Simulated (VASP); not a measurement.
# BaTe (Pm-3m) in VASP: single point with LDA

Aim: the single point of BaTe with LDA.

Everything below comes from runs of VASP 6.6.1. Logs are shortened: lines on timing, memory, paths and dates and some standing lists are left out, and cuts for length are marked.

### 1 Starting point

Symmetry: Pm-3m, No. 221, cubic system. Conventional cell: a = 4.262 Å, b = 4.262 Å, c = 4.262 Å, α = 90.00°, β = 90.00°, γ = 90.00°. Ba (site symmetry m-3m) has 8 Te at 3.69 Å as nearest neighbours. Te (site symmetry m-3m) has 8 Ba at 3.69 Å as nearest neighbours.

The cell comes from a database or a generator and needn't be the stable form of this composition.

### 2 Single point, LDA

The input, INCAR:

```
ALGO = Fast ; EDIFF = 1E-6
ENCUT = 520 ; ISIF = 2
ISMEAR = 0 ; LASPH = True
LCHARG = False ; LREAL = False
LWAVE = False ; NBANDS = 15
NELM = 100 ; PREC = Accurate
SIGMA = 0.01
```

The input, KPOINTS:

```
Automatic mesh
0
Gamma
  5 5 5
  0.5 0.5 0.5
```

The input, POSCAR:

```
BaTe
1.0
    4.2624660000      0.0000000000      0.0000000000
    0.0000000000      4.2624660000      0.0000000000
    0.0000000000      0.0000000000      4.2624660000
Ba Te
1 1
Direct
    0.0000000000      0.0000000000      0.0000000000
    0.5000000000      0.5000000000      0.5000000000
```

Potentials or basis: VASP PAW LDA potentials, release 64 (Ba_sv, Te).

Started as:

```
> cat potpaw_LDA.64/Ba_sv/POTCAR potpaw_LDA.64/Te/POTCAR > POTCAR
> mpirun -np 1 vasp_std > vasp.out
```

OUTCAR:

```text
EDIFF = 1E-6
   ENCUT = 520
   ISIF = 2
   ISMEAR = 0
   LASPH = True
   LREAL = False
   NELM = 100
   PREC = Accurate

 ion  position               nearest neighbor table
   1  0.000  0.000  0.000-   2 3.69   2 3.69   2 3.69   2 3.69   2 3.69   2 3.69   2 3.69   2 3.69

   2  0.500  0.500  0.500-   1 3.69   1 3.69   1 3.69   1 3.69   1 3.69   1 3.69   1 3.69   1 3.69

  LATTYP: Found a simple cubic cell.
 ALAT       =     4.2624660000

  Lattice vectors:

 A1 = (   4.2624660000,   0.0000000000,   0.0000000000)
 A2 = (   0.0000000000,   4.2624660000,   0.0000000000)
 A3 = (   0.0000000000,   0.0000000000,   4.2624660000)

Analysis of symmetry for initial positions (statically):
=====================================================================
 Subroutine PRICEL returns:
 Original cell was already a primitive cell.

 Routine SETGRP: Setting up the symmetry group for a
 simple cubic supercell.

 Subroutine GETGRP returns: Found 48 space group operations
 (whereof 48 operations were pure point group operations)
 out of a pool of 48 trial point group operations.

The static configuration has the point symmetry O_h .

Analysis of symmetry for dynamics (positions and initial velocities):
=====================================================================
 Subroutine PRICEL returns:
 Original cell was already a primitive cell.

 Routine SETGRP: Setting up the symmetry group for a
 simple cubic supercell.

 Subroutine GETGRP returns: Found 48 space group operations
 (whereof 48 operations were pure point group operations)
 out of a pool of 48 trial point group operations.

The dynamic configuration has the point symmetry O_h .

 Subroutine INISYM returns: Found 48 space group operations
 (whereof 48 operations are pure point group operations),
 and found     1 'primitive' translations

----------------------------------------------------------------------------------------

                                     Primitive cell

  volume of cell :      77.4431

  direct lattice vectors                    reciprocal lattice vectors
     4.262466000  0.000000000  0.000000000     0.234605977  0.000000000  0.000000000
     0.000000000  4.262466000  0.000000000     0.000000000  0.234605977  0.000000000
     0.000000000  0.000000000  4.262466000     0.000000000  0.000000000  0.234605977

  length of vectors
     4.262466000  4.262466000  4.262466000     0.234605977  0.234605977  0.234605977

  position of ions in fractional coordinates (direct lattice)
     0.000000000  0.000000000  0.000000000
     0.500000000  0.500000000  0.500000000

  ion indices of the primitive-cell ions
   primitive index   ion index
                 1           1
                 2           2

----------------------------------------------------------------------------------------

 KPOINTS: Automatic mesh

Automatic generation of k-mesh.
 Grid dimensions read from file:
 generate k-points for:    5    5    5

 Generating k-lattice:

  Cartesian coordinates                     Fractional coordinates (reciprocal lattice)
     0.046921195  0.000000000  0.000000000     0.200000000  0.000000000  0.000000000
     0.000000000  0.046921195  0.000000000     0.000000000  0.200000000  0.000000000
     0.000000000  0.000000000  0.046921195     0.000000000  0.000000000  0.200000000

  Length of vectors
     0.046921195  0.046921195  0.046921195

  Shift w.r.t. Gamma in fractional coordinates (k-lattice)
     0.500000000  0.500000000  0.500000000

 Subroutine IBZKPT returns following result:
 ===========================================

 Found     10 irreducible k-points:

 Following reciprocal coordinates:
            Coordinates               Weight
  0.100000  0.100000  0.100000      8.000000
  0.300000  0.100000  0.100000     24.000000
  0.500000  0.100000  0.100000     12.000000
  0.300000  0.300000  0.100000     24.000000
  0.500000  0.300000  0.100000     24.000000
  0.500000  0.500000  0.100000      6.000000
  0.300000  0.300000  0.300000      8.000000
  0.500000  0.300000  0.300000     12.000000
  0.500000  0.500000  0.300000      6.000000
  0.500000  0.500000  0.500000      1.000000
   k-points           NKPTS =     10   k-points in BZ     NKDIM =     10   number of bands    NBANDS=     15
   number of dos      NEDOS =    301   number of ions     NIONS =      2
   total plane-waves  NPLWV =  32768
   dimension x,y,z NGX =    32 NGY =   32 NGZ =   32
   dimension x,y,z NGXF=    64 NGYF=   64 NGZF=   64
   ions per type =               1   1
   NGX,Y,Z   is equivalent  to a cutoff of  12.48, 12.48, 12.48 a.u.
   NGXF,Y,Z  is equivalent  to a cutoff of  24.96, 24.96, 24.96 a.u.
 SYSTEM =  unknown system
   PREC   = accura    normal or accurate (medium, high low for compatibility)
   ISTART =      0    job   : 0-new  1-cont  2-samecut
   ICHARG =      2    charge: 1-file 2-atom 10-const
   ISPIN  =      1    spin polarized calculation?
   LNONCOLLINEAR =      F non collinear calculations
   LSORBIT =      F    spin-orbit coupling
   LASPH  =      T    aspherical Exc in radial PAW
   ENCUT  =  520.0 eV  38.22 Ry    6.18 a.u.   7.93  7.93  7.93*2*pi/ulx,y,z
   NELM   =    100;   NELMIN=  2; NELMDL= -5     # of ELM steps
   EDIFF  = 0.1E-05   stopping-criterion for ELM
   LREAL  =      F    real-space projection
   EDIFFG = 0.1E-04   stopping-criterion for IOM
   NSW    =      0    number of steps for IOM
   IBRION =     -1    ionic relax: 0-MD 1-quasi-New 2-CG
   NFREE  =      0    steps in history (QN), initial steepest desc. (CG)
   ISIF   =      2    stress and relaxation
   ISYM   =      2    0-nonsym 1-usesym 2-fastsym
   POTIM  = 0.5000    time-step for ionic-motion
   TEBEG  =    0.0;   TEEND  =   0.0 temperature during run
   PSTRESS=    0.0 pullay stress
   NELECT =      16.0000    total number of electrons
   NUPDOWN=      -1.0000    fix difference up-down
   EMIN   =  10.00;   EMAX   =-10.00  energy-range for DOS
   EFERMI =   0.00;   METHOD = LEGACY
   ISMEAR =     0;   SIGMA  =   0.01  broadening in eV -4-tet -1-fermi 0-gaus
   EFERMI_NEDOS =   21; number of points for ismear=-14 and -15
   IALGO  =     68    algorithm
   IMIX   =      4    mixing-type and parameters
     AMIX     =   0.40;   BMIX     =  1.00
     AMIX_MAG =   1.60;   BMIX_MAG =  1.00
  volume/ion in A,a.u.               =      38.72       261.31
  Fermi-wavevector in a.u.,A,eV,Ry     =   0.967804  1.828884 12.743813  0.936644
  Thomas-Fermi vector in A             =   2.097720
   LORBIT       =      0    0 simple, 1 ext, 2 COOP (PROOUT), +10 PAW based schemes
   GGA     = CA    functional components
   LHFCALC =     F    Hartree Fock is set to
   AEXX    =    0.0000 exact exchange contribution
   IVDW    =     0    specifies the selected vdW correction
   LEPSILON=     F    determine dielectric tensor
   LRPA    =     F    only Hartree local field effects (RPA)
 non-spin polarized calculation
 RMM-DIIS sequential band-by-band and
 Gauss-broadening in eV      SIGMA  =   0.01
  energy-cutoff  :      520.00
  volume of cell :       77.44
 maximum number of plane-waves:      2176
 NGX is ok and might be reduce to    32
   NGX = 15   NGY = 15   NGZ = 15

 number of electron      16.0000000 magnetization

 Free energy of the ion-electron system (eV)
  ---------------------------------------------------
  ext. energy  EPLUGINS =         0.00000000
  ---------------------------------------------------
  free energy    TOTEN  =        -9.32945623 eV

  energy without entropy =       -9.32945623  energy(sigma->0) =       -9.32945623

 E-fermi :   3.1461     XC(G=0):  -9.0571

 val. band max:        3.0753509767   @ k =   0.5000   0.5000   0.1000
 cond. band min:       4.6793866252   @ k =   0.5000   0.5000   0.1000
 fundamental gap:      1.6040356484
 Fermi energy:         3.1461116744

 k-point     1 :       0.1000    0.1000    0.1000
  band No.  band energies     occupation
      1     -24.4098      2.00000
      2      -9.5531      2.00000
      3      -9.4957      2.00000
      4      -9.4957      2.00000
      5      -6.6204      2.00000
      6       2.4188      2.00000
      7       2.7699      2.00000
      8       2.7699      2.00000
      9       4.9467      0.00000
     10       4.9467      0.00000
     11       6.6486      0.00000
     12       7.9407      0.00000
     13       7.9407      0.00000
     14       8.8250      0.00000
     15      11.5154      0.00000

 k-point     2 :       0.3000    0.1000    0.1000
  band No.  band energies     occupation
      1     -24.3950      2.00000
      2      -9.8332      2.00000
      3      -9.4809      2.00000
      4      -9.4651      2.00000
      5      -6.2949      2.00000
      6       1.0457      2.00000
      7       2.5676      2.00000
      8       2.7753      2.00000
      9       5.0735      0.00000
     10       6.5943      0.00000
     11       7.0221      0.00000
     12       8.2077      0.00000
     13       8.4115      0.00000
     14       9.1941      0.00000
     15       9.9416      0.00000

 k-point     3 :       0.5000    0.1000    0.1000
  band No.  band energies     occupation
      1     -24.3858      2.00000
      2     -10.0004      2.00000
      3      -9.4558      2.00000
      4      -9.4460      2.00000
      5      -6.0968      2.00000
      6       0.3932      2.00000
      7       2.4282      2.00000
      8       2.8127      2.00000
      9       5.2357      0.00000
     10       7.4654      0.00000
     11       7.4845      0.00000
     12       8.5667      0.00000
     13       8.8525      0.00000
     14       9.3057      0.00000
     15       9.5324      0.00000
[... 91 lines left out ...]
 k-point     9 :       0.5000    0.5000    0.3000
  band No.  band energies     occupation
      1     -24.3494      2.00000
      2      -9.7732      2.00000
      3      -9.7732      2.00000
      4      -9.6212      2.00000
      5      -6.0395      2.00000
      6       0.9679      2.00000
      7       0.9679      2.00000
      8       1.3999      2.00000
      9       6.3099      0.00000
     10       7.4563      0.00000
     11       7.4563      0.00000
     12       8.8658      0.00000
     13       9.8650      0.00000
     14      10.6874      0.00000
     15      10.7338      0.00000

 k-point    10 :       0.5000    0.5000    0.5000
  band No.  band energies     occupation
      1     -24.3411      2.00000
      2      -9.7441      2.00000
      3      -9.7441      2.00000
      4      -9.7441      2.00000
      5      -5.9010      2.00000
      6       0.6976      2.00000
      7       0.6976      2.00000
      8       0.6976      2.00000
      9       8.2620      0.00000
     10       8.2620      0.00000
     11       8.2620      0.00000
     12       9.8245      0.00000
     13       9.8245      0.00000
     14       9.8245      0.00000
     15       9.9223      0.00000

------------------------ aborting loop because EDIFF is reached ----------------------------------------

  FORCE on cell =-STRESS in cart. coord.  units (eV):
  Direction    XX          YY          ZZ          XY          YZ          ZX
  --------------------------------------------------------------------------------------
  -------------------------------------------------------------------------------------
  Total       -1.4176943     -1.4176943     -1.4176943      0.0000000      0.0000000      0.0000000
  in kB      -29.3298875    -29.3298875    -29.3298875      0.0000000      0.0000000      0.0000000
  external PRESSURE =     -29.3298875 kB  Pullay stress =       0.0000000 kB

 VOLUME and BASIS-vectors are now :
 -----------------------------------------------------------------------------
  energy-cutoff  :      520.00
  volume of cell :       77.44
      direct lattice vectors                 reciprocal lattice vectors
     4.262466000  0.000000000  0.000000000     0.234605977  0.000000000  0.000000000
     0.000000000  4.262466000  0.000000000     0.000000000  0.234605977  0.000000000
     0.000000000  0.000000000  4.262466000     0.000000000  0.000000000  0.234605977

 POSITION                                       TOTAL-FORCE (eV/Angst)
 -----------------------------------------------------------------------------------
      0.00000      0.00000      0.00000         0.000000      0.000000      0.000000
      2.13123      2.13123      2.13123         0.000000      0.000000      0.000000
 -----------------------------------------------------------------------------------
    total drift:                                0.000000      0.000000     -0.000000

  FREE ENERGIE OF THE ION-ELECTRON SYSTEM (eV)
  ---------------------------------------------------
  free  energy   TOTEN  =        -9.3294562305 eV

  energy  without entropy=       -9.3294562305  energy(sigma->0) =       -9.32945623
```

It took 8.9 s on 1 thread of Intel Xeon Platinum 8259CL at 2.50GHz (Skylake/Cascade Lake), shared host; peak memory 0.15 GiB.

Results:

| Property | Result |
| --- | --- |
| Free energy | -9.3295 eV |
| Pressure | -2.9 GPa |
| Band gap on the k mesh | 1.60 eV, direct |

Caveat: spin-orbit coupling is left out, which moves the levels of the heavy elements. A hybrid or GW would open this gap; LDA tends to underestimate it.
